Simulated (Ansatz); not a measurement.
# MoSe2: the cost of one run

Computed with Ansatz 0.2.0 (DFT PBE+D3(BJ), scalar-relativistic, plane waves, PAW, and further levels as typed in the inputs, unless a step's input says otherwise).

The COD entry's cell or inner coordinates are ideal or old and differ from later refinements, so a difference from it is no clean test against experiment.

## (1) The structure to begin with

The structure is hexagonal, space group P6_3/mmc (No. 194). The conventional cell has a = 3.288 Å, b = 3.288 Å, c = 12.900 Å, α = 90.00°, β = 90.00°, γ = 120.00°. Mo (site symmetry -6m2) has 6 Se at 2.49 Å as nearest neighbours. Se (site symmetry 3m) has 3 Mo at 2.49 Å as nearest neighbours.

Coordinates:

```
Mo Se
1.0
     3.28800    0.00000    0.00000
    -1.64400    2.84749    0.00000
     0.00000    0.00000   12.90000
Mo Se
2 4
Cartesian
  0.0000 1.8983 3.2250
  1.6440 0.9492 9.6750
  0.0000 1.8983 8.0625
  1.6440 0.9492 1.6125
  0.0000 1.8983 11.2875
  1.6440 0.9492 4.8375
```

The structure rests on an entry of the Crystallography Open Database; cell or positions may have been set otherwise for this series.

## (2) Relaxing cell and atoms: MoSe2, no spin

input.yaml

```yaml
crystal:
  lattice:
    - [3.288, 0.0, 0.0]
    - [-1.644, 2.8474915276, 0.0]
    - [0.0, 0.0, 12.9]
  atoms:
    - { symbol: Mo, position: [0.3333333333, 0.6666666667, 0.25] }
    - { symbol: Mo, position: [0.6666666667, 0.3333333333, 0.75] }
    - { symbol: Se, position: [0.3333333333, 0.6666666667, 0.625] }
    - { symbol: Se, position: [0.6666666667, 0.3333333333, 0.125] }
    - { symbol: Se, position: [0.3333333333, 0.6666666667, 0.875] }
    - { symbol: Se, position: [0.6666666667, 0.3333333333, 0.375] }
scf:
  occupations: { method: fixed }
output:
  forces: true
  stress: true
  eigenvalues: true
  write_density: true
  write_potential: true
  elf: true
  volumetric_format: npy
kpoints:
  mp_grid: { grid: [12, 12, 4] }
hamiltonian:
  xc: pbe
  dispersion: d3bj
relax:
  f_tol: 0.005
  max_steps: 60
  cell: { stress_tol: 0.03 }
```

Started as:

```bash
> ansatz run input.yaml --threads 8 --pin off --max-ram 12288MiB --backend cpu --events-out ev --progress --plain --runs-dir out
```

Q: Estimate wall time and peak memory on 8 threads of Arm Neoverse N1, shared host.

About 43 s, with a peak of 0.81 GiB.
